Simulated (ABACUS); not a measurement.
# Fe (Im-3m) in ABACUS: settings compared

The runs below take Fe through single point, with M06-L, PBE, BLYP.

All numbers are computed with ABACUS 3.10.1; they aren't measurements. Logs are shortened: lines on timing, memory, paths and dates and some standing lists are left out, and cuts for length are marked.

**1. The structure**

The structure is cubic, space group Im-3m (No. 229). Conventional cell: a = 2.886 Å, b = 2.886 Å, c = 2.886 Å, α = 90.00°, β = 90.00°, γ = 90.00°. Fe (site symmetry m-3m) is surrounded by 8 Fe at 2.50 Å.

**2. Single point, M06-L, collinear spin, ferromagnetic start**

run_abacus.py reads:

```python
"""ABACUS run from a structure file: ASE reads it, the script writes STRU, KPT and INPUT."""
import re
import subprocess
from ase.io import read
from ase.units import Bohr

atoms = read("Fe.cif")
atoms = atoms[(-atoms.numbers).argsort(kind="stable")]  # ABACUS lists atoms element by element
pseudo = {'Fe': 'Fe_ONCV_PBE-1.2.upf'}
orbital = {}
magmoms = [3.0]
kmesh = [8, 8, 8]
params = {
    'suffix': 'Fe',
    'calculation': 'scf',
    'basis_type': 'pw',
    'pseudo_dir': './',
    'symmetry': 1,
    'dft_functional': 'MGGA_X_M06_L+MGGA_C_M06_L',
    'ecutwfc': 104,
    'pseudo_rcut': 10,
    'nspin': 2,
    'nbands': 20,
    'ks_solver': 'dav',
    'smearing_method': 'fd',
    'smearing_sigma': 0.00367493,
    'scf_thr': 1e-08,
    'scf_nmax': 100,
    'mixing_type': 'broyden',
    'mixing_beta': 0.4,
    'cal_force': 1,
    'cal_stress': 1,
    'mixing_tau': 1,
    'out_chg': 1,
    'out_pot': 2,
    'out_elf': 1,
}

symbols = atoms.get_chemical_symbols()
elements = list(dict.fromkeys(symbols))
lines = ["ATOMIC_SPECIES"] + [f"{e} {atoms.get_masses()[symbols.index(e)]:.4f} {pseudo[e]}" for e in elements]
if orbital:
    lines += ["", "NUMERICAL_ORBITAL"] + [orbital[e] for e in elements]
lines += ["", "LATTICE_CONSTANT", f"{1 / Bohr:.10f}", "", "LATTICE_VECTORS"]
lines += [" ".join(f"{x:.10f}" for x in v) for v in atoms.cell]
lines += ["", "ATOMIC_POSITIONS", "Direct"]
for e in elements:
    lines += ["", e, "0.0", str(symbols.count(e))]
    for i, p in enumerate(atoms.get_scaled_positions(wrap=False)):
        if symbols[i] == e:
            mag = "" if magmoms is None else " mag " + " ".join(str(x) for x in (magmoms[i] if isinstance(magmoms[i], list) else [magmoms[i]]))
            lines.append(" ".join(f"{x:.10f}" for x in p) + " 1 1 1" + mag)
open("STRU", "w").write("\n".join(lines) + "\n")
open("KPT", "w").write("K_POINTS\n0\nGamma\n%d %d %d 0 0 0\n" % tuple(kmesh))
open("INPUT", "w").write("INPUT_PARAMETERS\n" + "".join(f"{k:<20s}{v}\n" for k, v in params.items()))

done = subprocess.run(['mpirun', '-np', '4', 'abacus'])
if done.returncode:
    raise SystemExit(done.returncode)
log = open("OUT.Fe/running_scf.log").read()
print("final energy (eV):", re.findall(r"FINAL_ETOT_IS (\S+)", log))
```

Fe.cif reads:

```cif
data_Fe
_cell_length_a 2.49934932
_cell_length_b 2.49934932
_cell_length_c 2.49934932
_cell_angle_alpha 109.47122063
_cell_angle_beta 109.47122063
_cell_angle_gamma 109.47122063
_space_group_name_H-M_alt 'P1'
_space_group_name_Hall 'P 1'
_space_group_IT_number 1
loop_
_space_group_symop_operation_xyz
'x,y,z'
loop_
_atom_site_label
_atom_site_type_symbol
_atom_site_symmetry_multiplicity
_atom_site_Wyckoff_symbol
_atom_site_fract_x
_atom_site_fract_y
_atom_site_fract_z
_atom_site_occupancy
Fe1 Fe 1 a 0.0000000000 0.0000000000 0.0000000000 1
```

Potentials or basis: SG15 ONCV 1.2 PBE, plane waves.

On the command line:

```sh
> OMP_NUM_THREADS=1 python run_abacus.py > log
```

running log:

```text
ABACUS v3.10.1

               Atomic-orbital Based Ab-initio Computation at UStc

 ------------------------------------------------------------------------------------

 READING GENERAL INFORMATION
                           global_out_dir = OUT.Fe/
                           global_in_card = INPUT
                               pseudo_dir = ./
                              orbital_dir =
                                    DSIZE = 4
                                    GSIZE = 1

 READING UNITCELL INFORMATION
                                    ntype = 1
                  lattice constant (Bohr) = 1.88973
              lattice constant (Angstrom) = 1

 READING ATOM TYPE 1
                               atom label = Fe
                      L=0, number of zeta = 1
                      L=1, number of zeta = 1
                      L=2, number of zeta = 1
             number of atom for this type = 1
               magnetization of element 1 = 3

                        TOTAL ATOM NUMBER = 1
DIRECT COORDINATES
    atom                   x                   y                   z     mag                  vx                  vy                  vz
taud_Fe1            0.0000000000        0.0000000000        0.0000000000  3.0000        0.0000000000        0.0000000000        0.0000000000

                          Volume (Bohr^3) = 81.1065
                             Volume (A^3) = 12.0187

 Lattice vectors: (Cartesian coordinate: in unit of a_0)
             +2.49935                  +0                  +0
            -0.833116            +2.35641                  +0
            -0.833116             -1.1782            +2.04071
 Reciprocal vectors: (Cartesian coordinate: in unit of 2 pi/a_0)
            +0.400104           +0.141458           +0.245013
                   -0           +0.424375           +0.245013
                   +0                  -0           +0.490025
 The esolver type has been set to : ksdft_pw

                PAO radial cut off (Bohr) = 10

 Read in pseudopotential file is Fe_ONCV_PBE-1.2.upf
                     pseudopotential type = NC
          exchange-correlation functional = PBE
                 nonlocal core correction = 0
                        valence electrons = 16
                                     lmax = 2
                           number of zeta = 0
                     number of projectors = 6
                           L of projector = 0
                           L of projector = 0
                           L of projector = 1
                           L of projector = 1
                           L of projector = 2
                           L of projector = 2
 XC functional updated to : MGGA_X_M06_L+MGGA_C_M06_L
          exchange-correlation functional = MGGA_X_M06_L+MGGA_C_M06_L
     initial pseudo atomic orbital number = 0
 The readin total magnetization is 3

 SETUP THE ELECTRONS NUMBER
            electron number of element Fe = 16
      total electron number of element Fe = 16
            AUTOSET number of electrons:  = 16
                           occupied bands = 8
                                   NBANDS = 20
                                   NLOCAL = 9

%%%%%%%%%%%%%%%%%%%%%%%%%%%%%%%%%%%%%%%%%%%%%%%%%%%%%%%%%%%%%%%%%%%%%%%%%%%%%%%%%%%%%%%%%%%%%%%%%%%%%%%%%%
 Warning: the number of valence electrons in pseudopotential > 8 for Fe: [Ar] 3d6 4s2
 Pseudopotentials with additional electrons can yield (more) accurate outcomes, but may be less efficient.
 If you're confident that your chosen pseudopotential is appropriate, you can safely ignore this warning.
%%%%%%%%%%%%%%%%%%%%%%%%%%%%%%%%%%%%%%%%%%%%%%%%%%%%%%%%%%%%%%%%%%%%%%%%%%%%%%%%%%%%%%%%%%%%%%%%%%%%%%%%%%

 SETUP THE PLANE WAVE BASIS
 energy cutoff for charge/potential (unit:Ry) = 416
            fft grid for charge/potential = [ 32, 32, 32 ]
                        fft grid division = [ 1, 1, 1 ]
        big fft grid for charge/potential = [ 32, 32, 32 ]
                                     nbxx = 8192
                                     nrxx = 8192

 SETUP PLANE WAVES FOR CHARGE/POTENTIAL
                    number of plane waves = 11537
                         number of sticks = 693

 PARALLEL PW FOR CHARGE/POTENTIAL
     PROC   COLUMNS(POT)             PW
        1            173           2884
        2            173           2884
        3            174           2885
        4            173           2884
 --------------- sum -------------------
        4            693          11537
                            number of |g| = 204
                                  max |g| = 37.4595
                                  min |g| = 0

----------- Double Check Mixing Parameters Begin ------------
mixing_type: broyden
mixing_beta: 0.4
mixing_gg0: 1
mixing_gg0_min: 0.1
[... 22 lines left out ...]
                                    ibrav = 2
                                    IBRAV = 2
                                  BRAVAIS = BODY CENTERED CUBIC
                       LATTICE CONSTANT A = 2.886
Original cell was already a primitive cell.
                        ROTATION MATRICES = 48
              PURE POINT GROUP OPERATIONS = 48
                   SPACE GROUP OPERATIONS = 48
                              POINT GROUP = O_h
               POINT GROUP IN SPACE GROUP = O_h

 SETUP K-POINTS
                                    nspin = 2
                   Input type of k points = Monkhorst-Pack(Gamma)
                                   nkstot = 512
                       right hand lattice = 1
(for reciprocal lattice: )
                             BRAVAIS TYPE = 3
                     BRAVAIS LATTICE NAME = 03. Cubic F (face-centered)
                                    ibrav = 3
                       right hand lattice = 1
(for k-lattice: )
                             BRAVAIS TYPE = 3
                     BRAVAIS LATTICE NAME = 03. Cubic F (face-centered)
                                    ibrav = 3
                       right hand lattice = 1
                        ROTATION MATRICES = 48
                               nkstot_ibz = 29
K-POINTS REDUCTION ACCORDING TO SYMMETRY
     IBZ    DIRECT_X    DIRECT_Y    DIRECT_Z  WEIGHT  ibz2bz
       1  0.00000000  0.00000000  0.00000000  0.0020       0
       2 -0.12500000  0.12500000  0.00000000  0.0234       1
       3 -0.25000000  0.25000000  0.00000000  0.0234       2
       4 -0.37500000  0.37500000  0.00000000  0.0234       3
       5  0.50000000  0.50000000  0.00000000  0.0117       4
       6 -0.25000000  0.12500000  0.12500000  0.0469       9
[... 21 lines left out ...]
      28  0.50000000  0.50000000  0.37500000  0.0234     228
      29  0.50000000  0.50000000  0.50000000  0.0020     292

                               nkstot now = 29
[... K-POINTS DIRECT COORDINATES: 29 rows ...]

           k-point number in this process = 29
       minimum distributed K point number = 29
[... stars of the k points ...]
                             nks(nspin=2) = 58
                          nkstot(nspin=2) = 58

[... K-POINTS CARTESIAN COORDINATES: 58 rows ...]

[... K-POINTS DIRECT COORDINATES: 58 rows ...]

 SETUP PLANE WAVES FOR WAVE FUNCTIONS
     energy cutoff for wavefunc (unit:Ry) = 104
              fft grid for wave functions = [ 32, 32, 32 ]
                    number of plane waves = 2491
                         number of sticks = 249

 PARALLEL PW FOR WAVE FUNCTIONS
     PROC   COLUMNS(POT)             PW
        1             63            624
        2             62            622
        3             62            622
        4             62            623
 --------------- sum -------------------
        4            249           2491

 SETUP NONLOCAL PSEUDOPOTENTIALS IN PLANE WAVE BASIS
 Fe non-local projectors:
 projector 1 L=0
 projector 2 L=0
 projector 3 L=1
 projector 4 L=1
 projector 5 L=2
 projector 6 L=2
      TOTAL NUMBER OF NONLOCAL PROJECTORS = 18

 Init Non-Local PseudoPotential table :
 Init Non-Local-Pseudopotential done.

                                     npwx = 382

 -------------------------------------------
 SELF-CONSISTENT
 -------------------------------------------
                                 init_chg = atomic

 PW ALGORITHM --------------- ION=   1  ELEC=   1--------------------------------
 Notice: Threshold on eigenvalues was too large.
 hsover_error=0.16 > DRHO=0.0651733
 Origin diag ethr = 0.01
 New diag ethr = 0.000407333
          total magnetism (Bohr mag/cell) = 2.80443
       absolute magnetism (Bohr mag/cell) = 2.84051
                        nelec for spin up = 9.40222
                      nelec for spin down = 6.59778

 Density error is 0.0646600375679
                          Error Threshold = 0.000407333001716
----------------------------------------------------------
     Energy           Rydberg                 eV
----------------------------------------------------------
 E_KohnSham     -236.8219855373      -3222.1284149806
 E_Harris       -238.6477369022      -3246.9690366751
 E_Fermi        1.3567996935         18.4602068768
----------------------------------------------------------
[... 199 lines left out ...]
 Density error is 1.39006181991e-09
                          Error Threshold = 6.5421166006e-11
----------------------------------------------------------
     Energy           Rydberg                 eV
----------------------------------------------------------
 E_KohnSham     -236.8884788462      -3223.0331028613
 E_KS(sigma->0) -236.8881939389      -3223.0292264975
 E_Harris       -236.8881863732      -3223.0291235620
 E_band         -17.7993468398       -242.1725377000
 E_one_elec     -98.1689601439       -1335.6572246918
 E_Hartree      57.5211770789        782.6157639401
 E_xc           -25.4138450083       -345.7731002022
 E_Ewald        -170.8262809581      -2324.2107891797
 E_entropy(-TS) -0.0005698148        -0.0077527277
 E_descf        0.0000000000         0.0000000000
 E_exx          0.0000000000         0.0000000000
 E_Fermi        1.3282982760         18.0724251971
----------------------------------------------------------

 charge density convergence is achieved
 final etot is -3223.0331029 eV
 EFERMI = 18.072425197 eV
The vacuum level is 17.224747842 eV

 STATE ENERGY(eV) AND OCCUPATIONS    NSPIN == 2
SPIN UP :
 1/29 kpoint (Cartesian) = 0.0000 0.0000 0.0000 (382 pws)
       1       -73.8639     0.00195312
       2       -38.9419     0.00195312
       3       -38.9419     0.00195312
       4       -38.9419     0.00195312
       5        9.75543     0.00195312
       6        14.7285     0.00195312
[... 122 lines left out ...]
      19        56.3031        0.00000
      20        57.9367        0.00000

[... levels at 52 further k points ...]

------------------------------------------------------------------------------------------
 TOTAL-FORCE (eV/Angstrom)
------------------------------------------------------------------------------------------
                       Fe1         0.0000000000         0.0000000000         0.0000000000
------------------------------------------------------------------------------------------

----------------------------------------------------------------
 TOTAL-STRESS (KBAR)
----------------------------------------------------------------
         0.2902349931        -0.0000000000        -0.0000000000
        -0.0000000000         0.2902349930        -0.0000000001
        -0.0000000000        -0.0000000001         0.2902349930
----------------------------------------------------------------
 TOTAL-PRESSURE: 0.290235 KBAR

 --------------------------------------------
 !FINAL_ETOT_IS -3223.0331028613122726 eV
 --------------------------------------------
```

Run time: 36 s. Hardware: 4 MPI ranks of Intel Xeon Platinum 8488C (Sapphire Rapids), shared host; peak memory 0.36 GiB.

What came out:

| Property | Result |
| --- | --- |
| Free energy | -3223.0331 eV |
| Pressure | 0.0 GPa |
| Band gap on the k mesh | none (metal or under the smearing width) |
| Net moment | 2.78 μB per cell |
| Absolute moment | 3.03 μB per cell |

Caveat: the k mesh is coarse (spacing up to 0.38 Å⁻¹), so the values aren't converged; the potentials were made for another functional, which shifts forces and pressure.

**3. Single point, PBE, collinear spin, ferromagnetic start**

INPUT reads:

```
INPUT_PARAMETERS
suffix              Fe
calculation         scf
basis_type          lcao
pseudo_dir          ./
orbital_dir         ./
symmetry            1
dft_functional      pbe
ecutwfc             100
pseudo_rcut         10
nspin               2
nbands              10
ks_solver           genelpa
smearing_method     fd
smearing_sigma      0.00367493
scf_thr             1e-07
scf_nmax            100
mixing_type         broyden
mixing_beta         0.4
cal_force           1
cal_stress          1
out_mul             1
out_chg             1
```

STRU reads:

```
ATOMIC_SPECIES
Fe 55.8450 26_Fe_16_2.0_2.5_pbe_n_v1.0.upf

NUMERICAL_ORBITAL
Fe_confined-atom_7au_2s1p1d.orb

LATTICE_CONSTANT
1.8897261246

LATTICE_VECTORS
-1.4430000000 1.4430000000 1.4430000000
1.4430000000 -1.4430000000 1.4430000000
1.4430000000 1.4430000000 -1.4430000000

ATOMIC_POSITIONS
Cartesian

Fe
0.0
1
0.0000000000 0.0000000000 0.0000000000 1 1 1 mag 3
```

KPT reads:

```
K_POINTS
0
Gamma
12 12 12 0 0 0
```

Potentials or basis: SPMS ONCV 1.0 PBE, SZ LCAO (the cutoffs set its grid).

On the command line:

```sh
> OMP_NUM_THREADS=1 mpirun -np 4 abacus > log
```

running log:

```text
ABACUS v3.10.1

               Atomic-orbital Based Ab-initio Computation at UStc

 ------------------------------------------------------------------------------------

 READING GENERAL INFORMATION
                           global_out_dir = OUT.Fe/
                           global_in_card = INPUT
                               pseudo_dir = ./
                              orbital_dir = ./
                                    DSIZE = 4
                                    GSIZE = 1

 READING UNITCELL INFORMATION
                                    ntype = 1
                  lattice constant (Bohr) = 1.88973
              lattice constant (Angstrom) = 1
[... 504 lines left out ...]

[... levels at 138 further k points ...]

-------------------------------------------------
 Total Magnetism (uB)
-------------------------------------------------
                        Fe1         2.4892578506
-------------------------------------------------

 correction force for each atom along direction 1 is -1.76718e-14
 correction force for each atom along direction 2 is 2.48542e-14
 correction force for each atom along direction 3 is 1.29378e-14
------------------------------------------------------------------------------------------
 TOTAL-FORCE (eV/Angstrom)
------------------------------------------------------------------------------------------
                       Fe1         0.0000000000         0.0000000000         0.0000000000
------------------------------------------------------------------------------------------

----------------------------------------------------------------
 TOTAL-STRESS (KBAR)
----------------------------------------------------------------
       129.6513369625         0.0000000000        -0.0000000000
        -0.0000000000       129.6513369625         0.0000000000
         0.0000000000         0.0000000000       129.6513369625
----------------------------------------------------------------
 TOTAL-PRESSURE: 129.651337 KBAR

 --------------------------------------------
 !FINAL_ETOT_IS -3183.7021618698263410 eV
 --------------------------------------------
```

Wall time 9.3 s (4 MPI ranks of Intel Xeon Platinum 8259CL at 2.50GHz (Skylake/Cascade Lake), shared host); peak memory 0.36 GiB.

The run converged, but some of its settings lie outside the range that counts as converged, so its numbers aren't taken as properties of the crystal.

Results:

```yaml
Free_energy: -3183.7022 eV
Pressure: 13.0 GPa
Band_gap_on_the_k_mesh: none (metal or under the smearing width)
Net_moment: 2.49 μB per cell
Absolute_moment: 2.49 μB per cell
Site_moments: Fe +2.49 μB
```

Caveat: the atomic orbitals were generated for these runs and aren't a published set; the basis of atomic orbitals isn't converged, which shifts pressures, moduli and gaps.

(Continued in part 2 of 2.)
